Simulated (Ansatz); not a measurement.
The system is As.

```xyz
1
Lattice="2.7037 0.0000 0.0000 0.0000 2.7037 0.0000 0.0000 0.0000 2.7037" Properties=species:S:1:pos:R:3 pbc="T T T"
As    1.3518    1.3518    1.3518
```

This isn't the form of As at room conditions, which is rhombohedral.

- Program: Ansatz 0.2.0
- Task: relaxation of cell and atoms
- Functional: PBEsol
- Dispersion: D3(BJ)
- Potentials or basis: Ansatz PAW
- Cutoff: 420 eV (not typed: the program's choice for these potentials)
- k mesh: 10 × 10 × 10
- Occupations: fermi-dirac, width 0.05 eV
- Spin: no spin polarisation

At the start: volume 19.76 Å³/atom.

Where does the relaxation end?

It ends after 5 steps and the volume is 18.70 Å³/atom (-5.4 %); space group Pm-3m (No. 221, to 0.05 Å).

The path:
```csv
step,energy change (eV),largest force (eV/Å),volume (Å³)
1,0.0000,0.0000,19.76
2,-0.0139,0.0000,18.25
3,-0.0172,0.0000,18.75
4,-0.0172,0.0000,18.70
5,-0.0171,0.0000,18.70
```

Final structure:
```
As
1.0
     2.65427    0.00000    0.00000
     0.00000    2.65427    0.00000
     0.00000    0.00000    2.65427
As
1
Direct
  0.50000 0.50000 0.50000
```

Caveat: the plane-wave basis is chosen anew once the cell has moved, so the energies of steps on either side of that aren't comparable; pairwise dispersion overbinds metals, which lowers pressure and volume; the PAW data sets come from PBE, with cores solved anew for the run's functional, which leaves a small shift of forces and pressure.
